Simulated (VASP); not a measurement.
# La: convergence, band structure

La, P6_3/mmc (no. 194), 2 atoms in the cell. R2SCAN, spin-orbit coupling; PAW potentials La (PBE set). VASP 6.6.1.

Wanted: band energies at the path's corners within 0.1 eV.

What the run is for: bands; Accuracy asked: screening; Route: KPOINTS_OPT.

Band energies at the path's corners: counted from the Fermi level of the mesh, whose own shifts they hold.

POSCAR:
```
La
1.0
    3.7500000000      0.0000000000      0.0000000000
   -1.8750000000      3.2475952642      0.0000000000
    0.0000000000      0.0000000000      6.0700000000
La
2
Direct
    0.6666666667      0.3333333333      0.7500000000
    0.3333333333      0.6666666667      0.2500000000
```

The series start from Plane-wave cutoff (eV): 250; Smearing width (eV): 0.1; k-point mesh: 9 × 9 × 5; Electronic threshold (eV): 1e-6; Precision mode (PREC): Accurate; Bands in all (NBANDS): 52; Aspherical gradient terms in the spheres (LASPH): yes; Highest l that the mixer handles (LMAXMIX): 6. Each series keeps the choices made before it, and each single choice may use up half of a tolerance.

## Plane-wave cutoff (eV)

| Plane-wave cutoff (eV) | Band energies at the path's corners, largest deviation (eV) | Time (s) |
|---|---|---|
| 180 | 0.05 | 135 |
| 220 | 0.01 | 267 |
| 250 | 0.01 | 412 |
| 290 | 0.00 | 394 |
| 350 | 0.00 | 472 |
| 440 | 0.00 | 886 |
| 500 (reference) | 0.00 | 1011 |

Chosen: 180, the loosest value from which every tighter one stays within half of the tolerance.

## Smearing width (eV)

| Smearing width (eV) | Band energies at the path's corners, largest deviation (eV) | Time (s) |
|---|---|---|
| 0.4 | 0.08 | 135 |
| 0.3 | 0.07 | 144 |
| 0.2 | 0.04 | 137 |
| 0.15 | 0.02 | 138 |
| 0.1 | 0.01 | 135 |
| 0.05 (reference) | 0.00 | 139 |

Chosen: 0.2.

## k-point mesh

| k-point mesh | Band energies at the path's corners, largest deviation (eV) | Time (s) |
|---|---|---|
| 4 × 4 × 2 | 0.02 | 91 |
| 5 × 5 × 3 | 0.04 | 138 |
| 6 × 6 × 3 | 0.01 | 112 |
| 7 × 7 × 4 | 0.03 | 116 |
| 9 × 9 × 5 | 0.03 | 137 |
| 11 × 11 × 6 | 0.01 | 180 |
| 13 × 13 × 7 (reference) | 0.00 | 212 |

Chosen: 4 × 4 × 2.

## Electronic threshold (eV)

| Electronic threshold (eV) | Band energies at the path's corners, largest deviation (eV) | Time (s) |
|---|---|---|
| 0.001 | 0.01 | 65 |
| 0.0001 | 0.00 | 72 |
| 1e-5 | 0.00 | 85 |
| 1e-6 | 0.00 | 91 |
| 1e-7 (reference) | 0.00 | 108 |

Chosen: 0.001.

## Precision mode (PREC)

| Precision mode (PREC) | Band energies at the path's corners, largest deviation (eV) | Time (s) |
|---|---|---|
| SingleN | crashed | 4.2 |
| Normal | 0.01 | 57 |
| Accurate (reference) | 0.00 | 65 |

Chosen: Normal.

## Bands in all (NBANDS)

| Bands in all (NBANDS) | Band energies at the path's corners, largest deviation (eV) | Time (s) |
|---|---|---|
| 32 | 0.01 | 36 |
| 34 | 0.01 | 39 |
| 36 | 0.01 | 38 |
| 40 | 0.02 | 40 |
| 52 | 0.00 | 57 |
| 72 (reference) | 0.00 | 54 |

Chosen: 32.

## Aspherical gradient terms in the spheres (LASPH)

| Aspherical gradient terms in the spheres (LASPH) | Band energies at the path's corners, largest deviation (eV) | Time (s) |
|---|---|---|
| yes | 0.00 | 36 |
| no | 0.00 | 23 |

Chosen: no, the fastest of those that stay within half of the tolerance.

## Highest l that the mixer handles (LMAXMIX)

| Highest l that the mixer handles (LMAXMIX) | Band energies at the path's corners, largest deviation (eV) | Time (s) |
|---|---|---|
| 6 | 0.00 | 23 |
| 4 | 0.00 | 24 |
| 2 | 0.01 | 24 |

Chosen: 6; no other choice that stays within half of the tolerance saves 30 % of the time.

## All choices together

| Input | Band energies at the path's corners, largest deviation (eV) | Time (s) |
|---|---|---|
| the program's defaults (naive) | 0.06 | 52 |
| chosen settings | 0.07 | 23 |
| reference settings throughout | 0.00 | 2170 |

The tolerance is met.

## The input

INCAR:
```
SYSTEM = La
  METAGGA = R2SCAN
  LSORBIT = .TRUE.
  MAGMOM = 0 0 0 0 0 0
  LORBIT = 11
  ISMEAR = 1
  SIGMA = 0.2
  LWAVE = .FALSE.
  LCHARG = .FALSE.
  NBANDS = 32
  PREC = Normal
  LASPH = .FALSE.
  LREAL = .FALSE.
  ALGO = Normal
  EDIFF = 0.001
  NELM = 200
  GGA_COMPAT = .FALSE.
  ENCUT = 180
  LMAXMIX = 6
  LMIXTAU = .TRUE.
  KPAR = 4
```

KPOINTS:
```
Automatic mesh
0
Gamma
  4 4 2
  0 0 0
```

KPOINTS_OPT:
```
path GMKGALHA,LM,KH
12
line-mode
reciprocal
 0.0000000000  0.0000000000  0.0000000000  G
 0.5000000000  0.0000000000  0.0000000000  M

 0.5000000000  0.0000000000  0.0000000000  M
 0.3333333333  0.3333333333  0.0000000000  K

 0.3333333333  0.3333333333  0.0000000000  K
 0.0000000000  0.0000000000  0.0000000000  G

 0.0000000000  0.0000000000  0.0000000000  G
 0.0000000000  0.0000000000  0.5000000000  A

 0.0000000000  0.0000000000  0.5000000000  A
 0.5000000000  0.0000000000  0.5000000000  L

 0.5000000000  0.0000000000  0.5000000000  L
 0.3333333333  0.3333333333  0.5000000000  H

 0.3333333333  0.3333333333  0.5000000000  H
 0.0000000000  0.0000000000  0.5000000000  A

 0.5000000000  0.0000000000  0.5000000000  L
 0.5000000000  0.0000000000  0.0000000000  M

 0.3333333333  0.3333333333  0.0000000000  K
 0.3333333333  0.3333333333  0.5000000000  H
```

Commands:
```
cat potpaw_PBE.64/La/POTCAR > POTCAR
mpirun -np 8 vasp_ncl > vasp.out
```

The naive input happens to agree within the tolerance here, in 52 s.

The chosen input took VASP 6.6.1 23 s on 8 cores (Intel Xeon Platinum 8259CL @ 2.50GHz (Skylake/Cascade Lake)), a shared host.

## An input that fails: fixed density asked without a density file

VASP's message: ERROR: charge density could not be read from file CHGCAR for ICHARG>10.

Changes against the starting input:
```
- NELM = 200
+ NELM = 68
+ ICHARG = 11
```
